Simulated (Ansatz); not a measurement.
**Pd: experiment and calculation**

**Experimental background.**

“Dislocation healing during hydrogen absorption and desorption in palladium”, 2022, arxiv:2204.14071 quotes, for a bulk crystal of Pd at 293.15 K: lattice constant a 3.8902 ± 0.0006 Å.

The runs below are set against these values where they give the same quantity.

All numbers below come from DFT PBE, scalar-relativistic, plane waves, PAW (Ansatz 0.2.0).

Settings: cutoff 420 eV, Γ-centred mesh 18×18×18 on the computed 1-atom cell, Gaussian smearing of 0.10 eV; no spin polarisation.

Relaxed structure, symmetry kept:

```yaml
crystal:
  lattice:
    - [0.00000, 1.97119, 1.97119]
    - [1.97119, 0.00000, 1.97119]
    - [1.97119, 1.97119, 0.00000]
  atoms:
    - { symbol: Pd, position: [0.00000, 0.00000, 0.00000] }
```

| Quantity | Value |
| --- | --- |
| Space group | Fm-3m (No. 225) |
| Volume per atom | 103.4 bohr³ |
| Formation energy from the elements' standard states (uncorrected) | 0.000 eV/atom |
| Kohn–Sham band gap | none (metal) |
| Density of states at the Fermi level | 2.45 states/eV per cell |
| Löwdin character within 0.5 eV of the Fermi level | Pd 4d 93 %, unprojected 7 % |
| Bulk modulus | 169 GPa |
| Its pressure derivative | 5.5 |
| Bader charges (e) | Pd (1 in the cell) 0.00 |

A measured lattice constant a of Pd is 3.8902 Å (293.15 K; quoted in the paper above); the calculated 3.942 Å misses it by +1.3 %. The calculation is for 0 K without zero-point motion.